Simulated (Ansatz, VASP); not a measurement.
# Two plane-wave programs on CaF2

Contents of INCAR:

```
SYSTEM = CaF2
PREC = Accurate
ENCUT = 520
EDIFF = 1E-6
ISMEAR = 0
SIGMA = 0.01
LREAL = .FALSE.
LASPH = .TRUE.
NELM = 80
ALGO = Normal
ISIF = 2
LWAVE = .FALSE.
LCHARG = .TRUE.
GGA = PE
LELF = .TRUE.
LVHAR = .TRUE.
NBANDS = 19
```

Contents of KPOINTS:

```
Automatic mesh
0
G
  6 6 6
  0 0 0
```

Contents of POSCAR:

```
CaF2
1.0
    0.0000000000      2.7195929737      2.7195929737
    2.7195929737      0.0000000000      2.7195929737
    2.7195929737      2.7195929737      0.0000000000
Ca F
1 2
Direct
    0.0000000000      0.0000000000      0.0000000000
    0.2500000000      0.2500000000      0.2500000000
    0.7500000000      0.7500000000      0.7500000000
```

Input for Ansatz:

```yaml
crystal:
  lattice:
    - [0.0, 2.7195929737, 2.7195929737]
    - [2.7195929737, 0.0, 2.7195929737]
    - [2.7195929737, 2.7195929737, 0.0]
  atoms:
    - { symbol: Ca, position: [0.0, 0.0, 0.0] }
    - { symbol: F, position: [0.25, 0.25, 0.25] }
    - { symbol: F, position: [0.75, 0.75, 0.75] }
kpoints:
  mp_grid: { grid: [6, 6, 6] }
hamiltonian:
  xc: pbe
scf:
  occupations: { method: fixed }
  n_extra_bands: 4
output:
  forces: true
  stress: true
  eigenvalues: true
```

The cell was built by a generator and needn't be a form met in nature.

Alike in both runs: task single point; functional PBE; k mesh 6 × 6 × 6; no spin polarisation.

|  | VASP | Ansatz |
| --- | --- | --- |
| version | VASP 6.6.1 | Ansatz 0.2.0 |
| potentials or method | VASP PAW PBE potentials, release 64 (Ca_sv, F) | plane waves, PAW |
| plane-wave cutoff (eV) | 520 | 420 |
| occupations | gaussian, width 0.01 eV | fixed |
| valence electrons in the cell | 24 | 24 |

|  | VASP | Ansatz | Ansatz less VASP |
| --- | --- | --- | --- |
| gap on the k mesh at the Fermi level (eV) | 7.35 | 7.38 | +0.023 |
| pressure (GPa) | 3.7 | 3.3 | -0.36 |

A k mesh can miss the band edges.
